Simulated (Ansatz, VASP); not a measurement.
## One calculation of InAs, two programs

```
CELL_PARAMETERS angstrom
-2.67587 2.67587 1.46767
2.67587 -2.67587 1.46767
2.67587 2.67587 -1.46767
ATOMIC_POSITIONS crystal
In 0.00000 0.00000 0.00000
As 0.75000 0.25000 0.50000
```

Alike in both runs: functional PBEsol; k mesh 16 × 16 × 16; occupations gaussian, width 0.1 eV; no spin polarisation.

Ansatz relaxed the structure, and its values are those at the end. VASP's run is a single point on that final structure, the one shown.

|  | VASP | Ansatz |
| --- | --- | --- |
| version | VASP 6.6.1 | Ansatz 0.2.0 |
| potentials or method | VASP PAW PBE potentials, release 64 (In_d, As) | scalar-relativistic, plane waves, PAW |
| plane-wave cutoff (eV) | 520 | 500 |
| valence electrons in the cell | 18 | 28 |

|  | VASP | Ansatz | Ansatz less VASP |
| --- | --- | --- | --- |
| gap on the k mesh at the Fermi level (eV) | none | none | - |
| pressure (GPa) | 4.1 | 4.0 | -0.13 |

A gap of «none» marks a metal or a gap that the smearing closes. The two sets of potentials don't hold the same shells in valence.

Caveats: the PAW data sets were made with another functional, which shifts forces and pressure a little (VASP).
